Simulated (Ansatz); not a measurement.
# Te in Ansatz, relaxation

Run with:

```bash
ansatz run input.yaml --threads 2 --pin off --max-ram 3584MiB --backend cpu --events-out ev --progress --plain --runs-dir out
```

The input file (Ansatz 0.2.0, plane waves):

```yaml
crystal:
  lattice:
    - [4.47692201, 0.0, 0.0]
    - [-2.23846101, 3.877129, 0.0]
    - [0.0, 0.0, 5.94880055]
  atoms:
    - { symbol: Te, position: [0.7364, 0.0, 0.3333] }
    - { symbol: Te, position: [0.0, 0.7364, 0.66663] }
    - { symbol: Te, position: [0.2636, 0.2636, 0.99997] }
  symmetry: { tolerance: 0.0003 }
kpoints:
  mp_grid: { grid: [9, 9, 6], shift: [0, 0, 0] }
magnetization:
  spin_polarized: false
scf:
  occupations: { method: fermi_dirac }
  lower_state_search: "off"
hamiltonian:
  pseudopotentials: { kind: paw }
  xc: pbe
basis:
  ecutwfc: 420
  fft_grid_basis: typed
relax:
  max_steps: 80
  cell: { p_target: 20.0 }
  f_tol: 0.03
output:
  forces: true
  stress: true
  eigenvalues: true
  bader: true
  populations: true
  elf: true
  write_potential: true
  volumetric_format: npy
  dos:
    e_range: [-12, 8]
    de: 0.05
    projected: { site_lists: { Te: [Te] } }
checkpoint:
  read: saved_state
```

Origin of the cell: a database entry, scaled a little.

The smearing width isn't typed, so it takes its default of 0.1 eV.

The saved state is a converged single point of the same cell.

Steps («new basis» is an SCF on plane waves selected anew at the same cell):

```tsv
step	ΔH (meV/atom)	max force component (eV/Å)	P (GPa)	volume (Å³)	SCF iterations	step was
1	0.0	0.231	1.35	103.26	5	accepted
2	-459.5	0.843	10.15	89.04	6	accepted
3	-655.4	0.759	20.32	78.64	5	accepted
4	-728.2	0.462	22.93	74.80	5	accepted
5	-774.5	0.385	20.67	74.18	6	accepted
6	-811.9	0.137	21.04	71.84	6	accepted
7	-808.6	0.004	21.41	70.25	5	rejected
8	-816.5	0.005	20.01	71.72	8	accepted
9	-816.6	0.001	19.94	71.89	3	accepted
10	-816.7	0.000	20.01	71.84	3	accepted
11	-816.0	0.000	20.00	71.84	5	new basis
```

Before:

Space group P3_121 (No. 152); the run's cell has a = 4.477 Å, b = 4.477 Å, c = 5.949 Å, α = 90.00°, β = 90.00°, γ = 120.00°. Shortest distances: Te–Te 2.85 Å.

After:

Space group R-3m (No. 166); the run's cell has a = 3.562 Å, b = 3.562 Å, c = 6.539 Å, α = 90.00°, β = 90.00°, γ = 120.00°. Shortest distances: Te–Te 3.00 Å.

```
CELL_PARAMETERS angstrom
3.56184 0.00000 0.00000
-1.78092 3.08464 0.00000
0.00000 0.00000 6.53852
ATOMIC_POSITIONS crystal
Te 0.66668 0.00000 0.33333
Te 0.00000 0.66668 0.66667
Te 0.33332 0.33332 0.00000
```

- Enthalpy lowered by: 816.0 meV/atom
- Volume change: -30.43 %
- Final pressure: 20.00 GPa
- Relaxation steps listed: 11
- Gap on the mesh: none (metal)

Caveats: no spin-orbit coupling, though heavy elements are present; the relaxation held the start's symmetry, so the end may be a saddle point.

The run took 110 s on 2 threads of Arm Neoverse V1, with other jobs on the host, peak memory 0.44 GiB, from a saved density.
